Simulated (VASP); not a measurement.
# KBr (P6_3/mmc) in VASP: a series of runs

Aim: see how the results for KBr move with the level of theory and the settings. Levels: PBE, r2SCAN. Tasks: single point.

All numbers are computed with VASP 6.6.1; they aren't measurements. Logs are shortened: lines on timing, memory, paths and dates and some standing lists are left out, and cuts for length are marked.

## 1. Starting point

The structure is hexagonal, space group P6_3/mmc (No. 194). Conventional cell: a = 5.619 Å, b = 5.619 Å, c = 6.554 Å, α = 90.00°, β = 90.00°, γ = 120.00°. K (site symmetry -6m2) is surrounded by 5 Br at 3.24 to 3.28 Å. Br (site symmetry -6m2) is surrounded by 5 K at 3.24 to 3.28 Å.

The cell was built by a generator and needn't be a form met in nature.

## 2. Single point, PBE

Input file INCAR:

```
  ALGO = Fast
  EDIFF = 1E-6
  ENCUT = 520
  GGA = PE
  ISIF = 2
  ISMEAR = -1
  LASPH = True
  LCHARG = False
  LREAL = False
  LWAVE = False
  NBANDS = 24
  NELM = 100
  PREC = Accurate
  SIGMA = 0.02
```

Input file KPOINTS:

```
k-points
0
Gamma
  6 6 4
```

Input file POSCAR:

```
KBr
1.0
    5.6185813549      0.0000000000      0.0000000000
   -2.8092906774      4.8658341866      0.0000000000
    0.0000000000      0.0000000000      6.5538300477
K Br
2 2
Direct
    0.3333333333      0.6666666667     -0.0625000000
    0.6666666667      0.3333333333      0.4375000000
    0.3333333333      0.6666666667      0.4375000000
    0.6666666667      0.3333333333      0.9375000000
```

Potentials or basis: VASP PAW PBE potentials, release 64 (K_sv, Br).

The run is started by

```sh
> cat potpaw_PBE.64/K_sv/POTCAR potpaw_PBE.64/Br/POTCAR > POTCAR
> mpirun -np 1 vasp_std > vasp.out
```

OUTCAR:

```text
EDIFF = 1E-6
   ENCUT = 520
   GGA = PE
   ISIF = 2
   ISMEAR = -1
   LASPH = True
   LREAL = False
   NELM = 100
   PREC = Accurate

 ion  position               nearest neighbor table
   1  0.333  0.667  0.938-   4 3.24   4 3.24   4 3.24   3 3.28   3 3.28
   2  0.667  0.333  0.438-   3 3.24   3 3.24   3 3.24   4 3.28   4 3.28
   3  0.333  0.667  0.438-   2 3.24   2 3.24   2 3.24   1 3.28   1 3.28
   4  0.667  0.333  0.938-   1 3.24   1 3.24   1 3.24   2 3.28   2 3.28

  LATTYP: Found a hexagonal cell.
 ALAT       =     5.6185813549
 C/A-ratio  =     1.1664563764

  Lattice vectors:

 A1 = (   5.6185813549,   0.0000000000,   0.0000000000)
 A2 = (  -2.8092906774,   4.8658341866,   0.0000000000)
 A3 = (   0.0000000000,   0.0000000000,   6.5538300477)

Analysis of symmetry for initial positions (statically):
=====================================================================
 Subroutine PRICEL returns:
 Original cell was already a primitive cell.

 Routine SETGRP: Setting up the symmetry group for a
 hexagonal supercell.

 Subroutine GETGRP returns: Found 24 space group operations
 (whereof  6 operations were pure point group operations)
 out of a pool of 24 trial point group operations.

The static configuration has the point symmetry C_3v.
 The point group associated with its full space group is D_6h.

Analysis of symmetry for dynamics (positions and initial velocities):
=====================================================================
 Subroutine PRICEL returns:
 Original cell was already a primitive cell.

 Routine SETGRP: Setting up the symmetry group for a
 hexagonal supercell.

 Subroutine GETGRP returns: Found 24 space group operations
 (whereof  6 operations were pure point group operations)
 out of a pool of 24 trial point group operations.

The dynamic configuration has the point symmetry C_3v.
 The point group associated with its full space group is D_6h.

 Subroutine INISYM returns: Found 24 space group operations
 (whereof  6 operations are pure point group operations),
 and found     1 'primitive' translations

----------------------------------------------------------------------------------------

                                     Primitive cell

  volume of cell :     179.1757

  direct lattice vectors                    reciprocal lattice vectors
     5.618581355  0.000000000  0.000000000     0.177980870  0.102757303  0.000000000
    -2.809290677  4.865834187  0.000000000     0.000000000  0.205514607  0.000000000
     0.000000000  0.000000000  6.553830048     0.000000000  0.000000000  0.152582535

  length of vectors
     5.618581355  5.618581355  6.553830048     0.205514607  0.205514607  0.152582535

  position of ions in fractional coordinates (direct lattice)
     0.333333333  0.666666667  0.937500000
     0.666666667  0.333333333  0.437500000
     0.333333333  0.666666667  0.437500000
     0.666666667  0.333333333  0.937500000

  ion indices of the primitive-cell ions
   primitive index   ion index
                 1           1
                 2           2
                 3           3
                 4           4

----------------------------------------------------------------------------------------

 KPOINTS: k-points

Automatic generation of k-mesh.
 Grid dimensions read from file:
 generate k-points for:    6    6    4

 Generating k-lattice:

  Cartesian coordinates                     Fractional coordinates (reciprocal lattice)
     0.029663478  0.017126217  0.000000000     0.166666667  0.000000000  0.000000000
     0.000000000  0.034252434  0.000000000     0.000000000  0.166666667  0.000000000
     0.000000000  0.000000000  0.038145634     0.000000000  0.000000000  0.250000000

  Length of vectors
     0.034252434  0.034252434  0.038145634

  Shift w.r.t. Gamma in fractional coordinates (k-lattice)
     0.000000000  0.000000000  0.000000000

 Subroutine IBZKPT returns following result:
 ===========================================

 Found     21 irreducible k-points:

 Following reciprocal coordinates:
            Coordinates               Weight
  0.000000  0.000000  0.000000      1.000000
  0.166667  0.000000  0.000000      6.000000
  0.333333  0.000000  0.000000      6.000000
  0.500000  0.000000  0.000000      3.000000
  0.166667  0.166667  0.000000      6.000000
  0.333333  0.166667  0.000000     12.000000
[... 13 lines left out ...]
  0.333333  0.166667  0.500000     12.000000
  0.333333  0.333333  0.500000      2.000000
   k-points           NKPTS =     21   k-points in BZ     NKDIM =     21   number of bands    NBANDS=     24
   number of dos      NEDOS =    301   number of ions     NIONS =      4
   total plane-waves  NPLWV =  88200
   dimension x,y,z NGX =    42 NGY =   42 NGZ =   50
   dimension x,y,z NGXF=    84 NGYF=   84 NGZF=  100
   ions per type =               2   2
   NGX,Y,Z   is equivalent  to a cutoff of  12.43, 12.43, 12.68 a.u.
   NGXF,Y,Z  is equivalent  to a cutoff of  24.85, 24.85, 25.37 a.u.
 SYSTEM =  unknown system
   PREC   = accura    normal or accurate (medium, high low for compatibility)
   ISTART =      0    job   : 0-new  1-cont  2-samecut
   ICHARG =      2    charge: 1-file 2-atom 10-const
   ISPIN  =      1    spin polarized calculation?
   LNONCOLLINEAR =      F non collinear calculations
   LSORBIT =      F    spin-orbit coupling
   LASPH  =      T    aspherical Exc in radial PAW
   ENCUT  =  520.0 eV  38.22 Ry    6.18 a.u.  10.45 10.45 12.19*2*pi/ulx,y,z
   NELM   =    100;   NELMIN=  2; NELMDL= -5     # of ELM steps
   EDIFF  = 0.1E-05   stopping-criterion for ELM
   LREAL  =      F    real-space projection
   EDIFFG = 0.1E-04   stopping-criterion for IOM
   NSW    =      0    number of steps for IOM
   IBRION =     -1    ionic relax: 0-MD 1-quasi-New 2-CG
   NFREE  =      0    steps in history (QN), initial steepest desc. (CG)
   ISIF   =      2    stress and relaxation
   ISYM   =      2    0-nonsym 1-usesym 2-fastsym
   POTIM  = 0.5000    time-step for ionic-motion
   TEBEG  =    0.0;   TEEND  =   0.0 temperature during run
   PSTRESS=    0.0 pullay stress
   NELECT =      32.0000    total number of electrons
   NUPDOWN=      -1.0000    fix difference up-down
   EMIN   =  10.00;   EMAX   =-10.00  energy-range for DOS
   EFERMI =   0.00;   METHOD = LEGACY
   ISMEAR =    -1;   SIGMA  =   0.02  broadening in eV -4-tet -1-fermi 0-gaus
   EFERMI_NEDOS =   21; number of points for ismear=-14 and -15
   IALGO  =     68    algorithm
   IMIX   =      4    mixing-type and parameters
     AMIX     =   0.40;   BMIX     =  1.00
     AMIX_MAG =   1.60;   BMIX_MAG =  1.00
  volume/ion in A,a.u.               =      44.79       302.28
  Fermi-wavevector in a.u.,A,eV,Ry     =   0.921931  1.742197 11.564365  0.849957
  Thomas-Fermi vector in A             =   2.047402
   LORBIT       =      0    0 simple, 1 ext, 2 COOP (PROOUT), +10 PAW based schemes
   GGA     = PE    functional components
   LHFCALC =     F    Hartree Fock is set to
   AEXX    =    0.0000 exact exchange contribution
   IVDW    =     0    specifies the selected vdW correction
   LEPSILON=     F    determine dielectric tensor
   LRPA    =     F    only Hartree local field effects (RPA)
 non-spin polarized calculation
 RMM-DIIS sequential band-by-band and
  energy-cutoff  :      520.00
  volume of cell :      179.18
 maximum number of plane-waves:      4860
 NGX is ok and might be reduce to    42
   NGX = 21   NGY = 21   NGZ = 25

 number of electron      32.0000003 magnetization

 Free energy of the ion-electron system (eV)
  ---------------------------------------------------
  ext. energy  EPLUGINS =         0.00000000
  ---------------------------------------------------
  free energy    TOTEN  =       -12.27468617 eV

  energy without entropy =      -12.27468617  energy(sigma->0) =      -12.27468617

 E-fermi :  -2.1202     XC(G=0):  -6.3506

 val. band max:       -2.5359501256   @ k =   0.0000   0.0000   0.0000
 cond. band min:       1.6512743204   @ k =   0.0000   0.0000   0.0000
 fundamental gap:      4.1872244459
 Fermi energy:        -2.1202433473

 k-point     1 :       0.0000    0.0000    0.0000
  band No.  band energies     occupation
      1     -30.4534      2.00000
      2     -30.4470      2.00000
      3     -14.7614      2.00000
      4     -14.6784      2.00000
      5     -13.9996      2.00000
      6     -13.9805      2.00000
[... 16 lines left out ...]
     23       5.7122      0.00000
     24       6.3505      0.00000

 k-point     2 :       0.1667    0.0000    0.0000
  band No.  band energies     occupation
      1     -30.4529      2.00000
      2     -30.4472      2.00000
      3     -14.7947      2.00000
      4     -14.7272      2.00000
      5     -13.9948      2.00000
      6     -13.9830      2.00000
[... 16 lines left out ...]
     23       5.8946      0.00000
     24       5.9533      0.00000

 k-point     3 :       0.3333    0.0000    0.0000
  band No.  band energies     occupation
      1     -30.4517      2.00000
      2     -30.4480      2.00000
      3     -14.8504      2.00000
      4     -14.8118      2.00000
      5     -13.9879      2.00000
      6     -13.9823      2.00000
[... 16 lines left out ...]
     23       5.8390      0.00000
     24       6.1183      0.00000
[... 433 lines left out ...]
 k-point    20 :       0.3333    0.1667    0.5000
  band No.  band energies     occupation
      1     -30.4497      2.00000
      2     -30.4497      2.00000
      3     -14.9573      2.00000
      4     -14.9573      2.00000
      5     -13.9723      2.00000
      6     -13.9723      2.00000
[... 16 lines left out ...]
     23       5.9887      0.00000
     24       5.9888      0.00000

 k-point    21 :       0.3333    0.3333    0.5000
  band No.  band energies     occupation
      1     -30.4496      2.00000
      2     -30.4496      2.00000
      3     -14.9694      2.00000
      4     -14.9694      2.00000
      5     -13.9751      2.00000
      6     -13.9751      2.00000
[... 16 lines left out ...]
     23       6.0201      0.00000
     24       6.0203      0.00000

------------------------ aborting loop because EDIFF is reached ----------------------------------------

  FORCE on cell =-STRESS in cart. coord.  units (eV):
  Direction    XX          YY          ZZ          XY          YZ          ZX
  --------------------------------------------------------------------------------------
  -------------------------------------------------------------------------------------
  Total        0.4104809      0.4104809      0.5845752      0.0000000     -0.0000000     -0.0000000
  in kB        3.6704926      3.6704926      5.2272328      0.0000000     -0.0000000     -0.0000000
  external PRESSURE =       4.1894060 kB  Pullay stress =       0.0000000 kB

 VOLUME and BASIS-vectors are now :
 -----------------------------------------------------------------------------
  energy-cutoff  :      520.00
  volume of cell :      179.18
      direct lattice vectors                 reciprocal lattice vectors
     5.618581355  0.000000000  0.000000000     0.177980870  0.102757303  0.000000000
    -2.809290677  4.865834187  0.000000000     0.000000000  0.205514607  0.000000000
     0.000000000  0.000000000  6.553830048     0.000000000  0.000000000  0.152582535

 POSITION                                       TOTAL-FORCE (eV/Angst)
 -----------------------------------------------------------------------------------
     -0.00000      3.24389      6.14422         0.000000      0.000000     -0.000000
      2.80929      1.62194      2.86730        -0.000000     -0.000000     -0.000000
     -0.00000      3.24389      2.86730         0.000000     -0.000000     -0.000000
      2.80929      1.62194      6.14422        -0.000000      0.000000      0.000000
 -----------------------------------------------------------------------------------
    total drift:                               -0.000000      0.000000     -0.000049

  FREE ENERGIE OF THE ION-ELECTRON SYSTEM (eV)
  ---------------------------------------------------
  free  energy   TOTEN  =       -12.2746861744 eV

  energy  without entropy=      -12.2746861744  energy(sigma->0) =      -12.27468617
```

Run time: 2.1 min. Hardware: 1 thread of Intel Xeon Platinum 8259CL at 2.50GHz (Skylake/Cascade Lake), shared host; peak memory 0.31 GiB.

Results:

- Free energy: -12.2747 eV
- Pressure: 0.4 GPa
- Band gap on the k mesh: 4.19 eV, direct

[end of part 1 of 2]
